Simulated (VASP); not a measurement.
# Settings for Ti: self-consistent run

Ti, Im-3m (no. 229), 1 atom in the cell. PBE; PAW potentials Ti_sv (PBE set). VASP 6.6.1.

Wanted: energy within 0.2 meV/atom; Fermi level within 0.005 eV.

What the run is for: comparing ways to start; Accuracy asked: tight.

POSCAR:
```
Ti
1.0
   -1.6410000000      1.6410000000      1.6410000000
    1.6410000000     -1.6410000000      1.6410000000
    1.6410000000      1.6410000000     -1.6410000000
Ti
1
Direct
    0.0000000000      0.0000000000      0.0000000000
```

## How the run starts (with a second run first, the time holds both)

| How the run starts (with a second run first, the time holds both) | Energy less reference (meV/atom) | Fermi level (eV) | Time (s) |
|---|---|---|---|
| from scratch: 12 SCF iterations | 0.00 | 7.8933 | 7.9 |
| density of a coarse mesh (ICHARG 1): 12 + 9 SCF iterations | 0.00 | 7.8934 | 8.6 |
| orbitals of a lower cutoff (ISTART 1): 13 + 6 SCF iterations | 0.00 | 7.8933 | 8.4 |
| orbitals of a loose run: 9 + 5 SCF iterations | 0.00 | 7.8933 | 6.3 |

Chosen: from scratch: 12 SCF iterations; no other choice that stays within half of the tolerance saves 30 % of the time.

The chosen settings are those of the reference run.

## The input

INCAR:
```
ALGO = Normal
EDIFF = 1E-6
ENCUT = 400
GGA = PE
GGA_COMPAT = F
ISIF = 2
ISMEAR = 1
LASPH = T
LCHARG = F
LREAL = F
LWAVE = F
NELM = 120
PREC = Accurate
SIGMA = 0.1
```

KPOINTS:
```
k-points
0
Gamma
  14 14 14
```

Commands:
```
cat potpaw_PBE.64/Ti_sv/POTCAR > POTCAR
mpirun -np 1 vasp_std > vasp.out
```

The chosen input took VASP 6.6.1 7.9 s on 1 core (Intel Xeon Platinum 8375C @ 2.90GHz (Ice Lake)), a shared host.

## An input that fails: restart asked without its files

VASP's message: ERROR: charge density could not be read from file CHGCAR for ICHARG>10.

Changes against the starting input:
```
- NELM = 120
+ NELM = 60
+ ICHARG = 11
```
